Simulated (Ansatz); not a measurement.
Molecular dynamics on a 2×2×3 supercell (24 atoms) of BAs (CsCl type), relaxed with r2SCAN. Forces come from PBE in Ansatz: Langevin thermostat and barostat (NPT), 1000 K, steps of 1.5 fs. Computed, non-magnetic; the trajectory is short and the cell small, so nothing here is a converged average. The structure comes from a prototype and may be hypothetical.

```yaml
crystal:
  lattice:
    - [5.8503153463, 0.0, 0.0]
    - [0.0, 5.8503153463, 0.0]
    - [0.0, 0.0, 8.7754730195]
  atoms:
    - { symbol: B, position: [0.0, 0.0, 0.0] }
    - { symbol: As, position: [0.25, 0.25, 0.1666666667] }
    - { symbol: B, position: [0.0, 0.0, 0.3333333333] }
    - { symbol: As, position: [0.25, 0.25, 0.5] }
    - { symbol: B, position: [0.0, 0.0, 0.6666666667] }
    - { symbol: As, position: [0.25, 0.25, 0.8333333333] }
    - { symbol: B, position: [0.0, 0.5, 0.0] }
    - { symbol: As, position: [0.25, 0.75, 0.1666666667] }
    - { symbol: B, position: [0.0, 0.5, 0.3333333333] }
    - { symbol: As, position: [0.25, 0.75, 0.5] }
    - { symbol: B, position: [0.0, 0.5, 0.6666666667] }
    - { symbol: As, position: [0.25, 0.75, 0.8333333333] }
    - { symbol: B, position: [0.5, 0.0, 0.0] }
    - { symbol: As, position: [0.75, 0.25, 0.1666666667] }
    - { symbol: B, position: [0.5, 0.0, 0.3333333333] }
    - { symbol: As, position: [0.75, 0.25, 0.5] }
    - { symbol: B, position: [0.5, 0.0, 0.6666666667] }
    - { symbol: As, position: [0.75, 0.25, 0.8333333333] }
    - { symbol: B, position: [0.5, 0.5, 0.0] }
    - { symbol: As, position: [0.75, 0.75, 0.1666666667] }
    - { symbol: B, position: [0.5, 0.5, 0.3333333333] }
    - { symbol: As, position: [0.75, 0.75, 0.5] }
    - { symbol: B, position: [0.5, 0.5, 0.6666666667] }
    - { symbol: As, position: [0.75, 0.75, 0.8333333333] }
kpoints:
  mp_grid: { grid: [2, 2, 2] }
hamiltonian:
  xc: pbe
scf:
  occupations: { method: fermi_dirac, width: 0.086 }
md:
  ensemble: npt_langevin
  temperature: 1000
  timestep: 1.5
  n_steps: 20
  initial_velocities: maxwell_boltzmann
  seed: 6834
```

Command: `ansatz run input.yaml --threads 4 --pin off --max-ram 3686MiB --backend cpu --events-out ev --progress --plain --runs-dir out`. It took 82 s on 4 threads of Arm Neoverse V2 (shared host); peak host memory 1.4 GiB.

```csv
step,t (fs),T (K),free energy F from step 0 (meV/atom),kinetic energy (meV/atom),pressure (GPa),volume (Å³/atom),largest force (eV/Å)
0,0,958,0.0,123.9,0.52,12.51,0.00
1,1.5,960,-0.1,124.1,0.57,12.51,0.07
2,3,970,-0.3,125.4,0.73,12.51,0.15
3,4.5,938,-0.9,121.2,0.92,12.51,0.25
4,6,965,-1.9,124.8,1.21,12.51,0.35
5,7.5,984,-3.3,127.2,1.52,12.51,0.44
6,9,1039,-5.1,134.3,1.90,12.51,0.51
7,10.5,1014,-7.2,131.0,2.24,12.51,0.56
8,12,989,-9.5,127.8,2.60,12.51,0.60
9,13.5,1049,-11.9,135.6,3.10,12.52,0.63
10,15,1143,-14.5,147.7,3.71,12.52,0.68
11,16.5,1073,-17.1,138.7,4.14,12.53,0.83
12,18,1053,-19.7,136.1,4.60,12.54,0.97
13,19.5,1041,-22.2,134.6,5.00,12.56,1.11
14,21,1037,-24.8,134.1,5.36,12.58,1.23
15,22.5,1067,-27.9,138.0,5.74,12.61,1.37
16,24,1053,-31.7,136.1,6.04,12.64,1.61
17,25.5,1075,-36.5,139.0,6.33,12.68,1.84
18,27,1053,-42.6,136.1,6.52,12.71,2.00
19,28.5,1125,-50.2,145.5,6.77,12.75,2.12
20,30,1187,-59.1,153.4,6.98,12.79,2.19
```

The temperature starts at 958 K, is lowest at step 3 (938 K, 4.5 fs) and ends at 1187 K.

Positions (Å) and forces (eV/Å) at step 20:
```
cell (Å): 5.893 0.000 0.000; 0.000 5.893 0.000; 0.000 0.000 8.840
B   -0.019  -0.068  -0.025    -0.386  -0.009   0.240
As   1.418   1.498   1.448    -0.771  -0.767  -0.391
B    0.750  -0.073   2.851     1.533   0.559   0.742
As   1.450   1.488   4.405     0.739  -0.455   0.364
B   -0.446   0.214   6.190    -0.353   0.146  -0.254
As   1.504   1.609   7.401     0.108  -1.393   0.242
B    0.154   3.028  -0.813    -1.730  -0.505  -1.239
As   1.462   4.321   1.451    -0.058   0.067  -0.862
B    0.077   3.453   2.739    -0.788   0.410  -0.043
As   1.406   4.331   4.456     0.543  -0.015   0.233
B    0.025   3.061   5.491    -0.459  -0.256  -0.166
As   1.502   4.342   7.380     0.652   1.424  -0.049
B    2.905  -0.109   0.529    -0.164   0.669   0.407
As   4.255   1.454   1.439    -0.152   0.554   0.393
B    2.894  -0.046   2.856    -0.281  -0.208  -0.284
As   4.639   1.549   4.283    -0.265  -0.068   0.439
B    3.001   0.074   5.707     0.229   0.062  -0.307
As   4.438   1.558   7.496     0.633  -0.396  -0.017
B    3.189   3.004  -0.338    -0.785  -0.262  -0.072
As   4.413   4.543   1.413     0.552  -0.527  -0.001
B    2.968   3.439   2.643     0.178   0.108   0.647
As   4.450   4.414   4.493    -0.551  -0.183   0.179
B    2.674   2.730   6.089     0.596   0.113  -0.166
As   4.340   4.398   7.407     0.985   0.931  -0.033
```
